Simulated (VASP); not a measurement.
A run of VASP 6.6.1 is set up as follows.

File INCAR:

```
SYSTEM = InAs
PREC = Accurate ; ENCUT = 600
EDIFF = 1E-7 ; ISMEAR = 0
SIGMA = 0.03 ; LREAL = .FALSE.
LASPH = .TRUE. ; NELM = 80
ALGO = Normal ; ISIF = 3
LWAVE = .FALSE. ; LCHARG = .FALSE.
GGA = PS ; IBRION = 2
NSW = 90 ; EDIFFG = -0.005
KPAR = 4
```

Contents of KPOINTS:

```
regular mesh
0
G
  10 10 10
  0 0 0
```

POSCAR

```
InAs                                    
1.0
   -0.0000000000      3.0454540631      3.0454540631
    3.0454540631     -0.0000000000      3.0454540631
    3.0454540631      3.0454540631     -0.0000000000
  In              As            
     1     1
Direct
     0.0000000000000000    0.0000000000000000    0.0000000000000000
     0.2500000000000000    0.2500000000000000    0.2500000000000000
```

Potentials or basis: VASP PAW PBE potentials, release 64 (In_d, As).

Launch:

```console
$ cat potpaw_PBE.64/In_d/POTCAR potpaw_PBE.64/As/POTCAR > POTCAR
$ mpirun -np 4 vasp_std > vasp.out
```

Q: What does it give for the band gap on the k mesh?

A: None (metal or under the smearing width).

Final structure:
```
In As
1.0
     0.00000    3.04545    3.04545
     3.04545    0.00000    3.04545
     3.04545    3.04545    0.00000
In As
1 1
Direct
  0.00000 0.00000 0.00000
  0.25000 0.25000 0.25000
```

Caveat: the relaxation stopped at its first step, so nothing moved; this crystal is a semiconductor, whose small gap the functional closes, so the metal is an error of the method.
